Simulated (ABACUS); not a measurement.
# AgBr under changes of volume

One of the cells (23.644 Å³/atom); the others are scaled copies at fixed shape and fractional positions:

```
Ag Br
1.0
     0.00000    2.87015    2.87015
     2.87015    0.00000    2.87015
     2.87015    2.87015    0.00000
Ag Br
1 1
Direct
  0.00000 0.00000 0.00000
  0.50000 0.50000 0.50000
```

| Quantity | Value |
| --- | --- |
| Program | ABACUS 3.10.1 |
| Functional | PBE |
| Potentials or basis | PseudoDojo NC SR 0.4.1 PBE standard |
| Cutoff | 1116 eV |
| Density cutoff | 4463 eV |
| Basis | plane waves |
| k mesh | 8 × 8 × 8 |
| Occupations | fermi-dirac, width 0.05 eV |
| Spin | no spin polarisation |

```csv
volume (Å³/atom),energy over the lowest point (meV/atom),pressure (GPa),gap on the mesh (eV)
22.225,43.92,5.9,0.67
22.698,28.37,4.6,0.67
23.171,16.64,3.3,0.67
23.644,?,?,?
24.116,2.99,1.3,0.68
24.589,0.31,0.4,0.68
25.062,0.00,-0.3,0.69
```

Task: What does the run at 23.644 Å³/atom give?

Result: Energy over the lowest point 8.31 meV/atom; pressure 2.3 GPa; gap on the mesh 0.67 eV.

Worked out: A Birch-Murnaghan fit of order 3 (a polynomial in V^(-2/3)) to the other rows has its minimum at 24.89 Å³/atom with B0 = V·E''(V) = 39 GPa and B' = 5.4. It gives 8.31 meV/atom at 23.644 Å³/atom, against the run's 8.31, and -dE/dV = 2.3 GPa, against 2.3. A straight line through the other rows of the gap, of slope 0.16 eV per unit of ln V, gives 0.68 eV, against the run's 0.67.

Energies are extrapolated to zero smearing.

A mesh can miss the band edges. Spin-orbit coupling on Ag, Br is left out.
